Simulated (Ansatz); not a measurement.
## A Mg vacancy in wurtzite MgO, 95 atoms, charge −2

Method: DFT, PBEsol, PAW, plane waves (Ansatz).

Command:

```sh
ansatz run in.yaml --threads 8 --pin off --max-ram 118750MiB --runs-dir r --events-out ev --progress --plain --backend cuda --devices 0, --max-vram 170GiB
```

The input less its lattice and atoms:

```yaml
crystal:
  symmetry: { detect: false }
kpoints:
  mp_grid: { grid: [1, 1, 1], shift: [0.25, 0.25, 0.25] }
hamiltonian:
  xc: pbesol
total_charge: -2
scf:
  occupations: { method: fermi_dirac, width: 0.01 }
relax:
  f_tol: 0.03
  max_steps: 80
  escape_saddle: false
  adjacent_minimum: "off"
output:
  forces: true
  eigenvalues: true
  populations: true
  charged_corrections: { epsilon: 8 }
```

Start:

```
Mg O
1.0
     9.90582    0.00000    0.00000
     0.00000   11.43825    0.00000
     0.00000    0.00000   10.04965
Mg O
47 48
Direct
  0.16474 0.08138 0.24069
  0.16557 0.08515 0.74351
  0.99993 0.33084 0.24693
  0.99954 0.33441 0.74525
  0.49984 0.08224 0.24784
  0.50064 0.08318 0.74448
  0.32993 0.33338 0.24303
  0.33280 0.33515 0.74455
  0.16596 0.57894 0.24496
  0.16260 0.58182 0.74532
  0.00026 0.83347 0.24781
  0.00353 0.83497 0.74486
  0.83365 0.08438 0.24334
  0.83185 0.08339 0.74407
  0.66946 0.33171 0.24725
  0.66720 0.33353 0.74749
  0.49815 0.58428 0.24265
  0.50003 0.58225 0.74465
  0.33405 0.83487 0.24744
  0.33762 0.83259 0.74535
  0.83591 0.57865 0.24257
  0.83031 0.58404 0.74628
  0.66336 0.83286 0.24543
  0.66770 0.83287 0.74625
  0.99966 0.16442 0.49436
  0.00149 0.16362 0.99472
  0.33282 0.16808 0.49581
  0.33210 0.16478 0.99200
  0.16908 0.41752 0.49219
  0.16546 0.41557 0.99593
  0.99769 0.66641 0.49863
  0.00195 0.66485 0.99828
  0.66876 0.16474 0.49657
  0.66787 0.16323 0.99695
  0.50074 0.41608 0.99631
  0.33386 0.66818 0.49489
  0.33148 0.66786 0.99411
  0.16745 0.91744 0.49321
  0.16804 0.91752 0.99274
  0.83489 0.41645 0.49498
  0.83315 0.41892 0.99249
  0.66386 0.66420 0.49381
  0.66664 0.66655 0.99468
  0.49845 0.91882 0.49753
  0.50314 0.91639 0.99560
  0.83120 0.91642 0.49535
  0.83400 0.91653 0.99560
  0.99848 0.16896 0.19225
  0.00081 0.16613 0.68989
  0.33126 0.17091 0.19165
  0.33170 0.16800 0.69285
  0.16725 0.41745 0.19311
  0.16304 0.41742 0.69204
  0.00041 0.66667 0.19273
  0.99894 0.66680 0.69584
  0.66767 0.16563 0.19316
  0.66772 0.16697 0.69347
  0.49606 0.41661 0.19195
  0.50362 0.41602 0.69196
  0.33209 0.66824 0.19484
  0.33315 0.66752 0.69599
  0.16597 0.91876 0.19142
  0.16805 0.91729 0.68995
  0.83557 0.41818 0.19515
  0.83706 0.41767 0.68962
  0.66953 0.66578 0.19154
  0.66389 0.66554 0.69662
  0.49929 0.91556 0.19343
  0.49870 0.91578 0.68988
  0.82918 0.91674 0.19107
  0.83269 0.91558 0.69576
  0.16554 0.08124 0.44455
  0.16763 0.08463 0.94174
  0.99867 0.33441 0.44233
  0.00048 0.33468 0.94240
  0.49871 0.08388 0.44147
  0.49828 0.08381 0.94596
  0.33405 0.33410 0.44283
  0.33052 0.33182 0.94545
  0.16744 0.57959 0.44866
  0.16874 0.58171 0.94415
  0.99817 0.83262 0.44450
  0.99927 0.83129 0.94109
  0.83266 0.08305 0.44129
  0.83638 0.08063 0.94518
  0.66505 0.33354 0.44038
  0.66557 0.33478 0.94071
  0.49441 0.58249 0.44223
  0.50108 0.58244 0.94300
  0.33171 0.82779 0.44397
  0.33407 0.83396 0.94053
  0.83362 0.58315 0.44068
  0.83051 0.58371 0.94069
  0.67088 0.83333 0.44110
  0.66555 0.83241 0.94455
```

Steps:

| step | energy less the first (eV) | largest force component (eV/Å) |
| --- | --- | --- |
| start | 0.000 | 1.998 |
| 1 | -1.830 | 1.021 |
| 2 | -2.540 | 0.352 |
| 3 | -2.615 | 0.164 |
| 4 | -2.631 | 0.060 |
| 5 | -2.633 | 0.011 |

End:

```
Mg O
1.0
     9.90582    0.00000    0.00000
     0.00000   11.43825    0.00000
     0.00000    0.00000   10.04965
Mg O
47 48
Direct
  0.16733 0.08471 0.24740
  0.16595 0.08361 0.74488
  0.99980 0.33478 0.24782
  0.99980 0.33434 0.74326
  0.49981 0.08255 0.24567
  0.49979 0.08271 0.74417
  0.33770 0.33499 0.24664
  0.33333 0.33260 0.73934
  0.16681 0.58256 0.24516
  0.16711 0.58263 0.74467
  0.99980 0.83324 0.24618
  0.99979 0.83242 0.74710
  0.83229 0.08471 0.24743
  0.83365 0.08360 0.74485
  0.66188 0.33501 0.24665
  0.66628 0.33260 0.73932
  0.49975 0.57884 0.24661
  0.49979 0.58349 0.73942
  0.33308 0.83163 0.24712
  0.33258 0.83315 0.74511
  0.83275 0.58256 0.24516
  0.83245 0.58264 0.74466
  0.66648 0.83162 0.24714
  0.66701 0.83315 0.74508
  0.99981 0.16969 0.49432
  0.99979 0.16791 0.99570
  0.33351 0.16633 0.49358
  0.33276 0.16587 0.99467
  0.16929 0.41666 0.49356
  0.16658 0.41584 0.99464
  0.99979 0.66585 0.49598
  0.99978 0.66553 0.99567
  0.66609 0.16634 0.49357
  0.66684 0.16589 0.99466
  0.49979 0.41641 0.96782
  0.33340 0.66620 0.49392
  0.33317 0.66685 0.99480
  0.16475 0.91657 0.49682
  0.16611 0.91683 0.99650
  0.83030 0.41665 0.49356
  0.83299 0.41583 0.99461
  0.66614 0.66615 0.49388
  0.66638 0.66685 0.99480
  0.49980 0.91352 0.49508
  0.49979 0.91564 0.99564
  0.83484 0.91655 0.49679
  0.83346 0.91683 0.99652
  0.99980 0.16716 0.19423
  0.99979 0.16696 0.69341
  0.33397 0.16423 0.19151
  0.33285 0.16343 0.69290
  0.16555 0.41749 0.19138
  0.16545 0.41760 0.69275
  0.99977 0.66716 0.19334
  0.99978 0.66679 0.69451
  0.66564 0.16424 0.19150
  0.66672 0.16344 0.69288
  0.49977 0.41662 0.17564
  0.49980 0.41665 0.74481
  0.33101 0.66693 0.19137
  0.33087 0.66812 0.69299
  0.16626 0.91697 0.19430
  0.16506 0.91629 0.69522
  0.83405 0.41748 0.19136
  0.83414 0.41762 0.69272
  0.66852 0.66690 0.19136
  0.66868 0.66813 0.69297
  0.49977 0.91493 0.19380
  0.49976 0.91525 0.69388
  0.83329 0.91695 0.19430
  0.83449 0.91630 0.69521
  0.16390 0.08076 0.44491
  0.16480 0.08215 0.94321
  0.99977 0.33600 0.44498
  0.99978 0.33334 0.94156
  0.49979 0.07918 0.44349
  0.49978 0.08144 0.94240
  0.31538 0.32284 0.43676
  0.32533 0.32843 0.94109
  0.16495 0.58471 0.44297
  0.16589 0.58358 0.94260
  0.99980 0.83223 0.44425
  0.99975 0.83269 0.94506
  0.83567 0.08076 0.44493
  0.83476 0.08214 0.94317
  0.68416 0.32286 0.43678
  0.67421 0.32844 0.94107
  0.49974 0.60409 0.43638
  0.49976 0.59174 0.94101
  0.32971 0.83544 0.44473
  0.33190 0.83456 0.94325
  0.83462 0.58472 0.44296
  0.83362 0.58355 0.94257
  0.66985 0.83542 0.44475
  0.66761 0.83455 0.94322
```

The calculation finished and met its thresholds.

Time: 5.1 s of wall time on one NVIDIA GB200 with 8 processor threads, on a host shared with other runs; peak host memory 1.9 GiB.

(1) How much energy did the relaxation gain, and which atom moved most?

Answers

(1) 2.63 eV in 5 steps, from a start with small random displacements; atom 59 (O) moved 0.53 Å, the median atom 0.04 Å (drift of the whole cell removed).
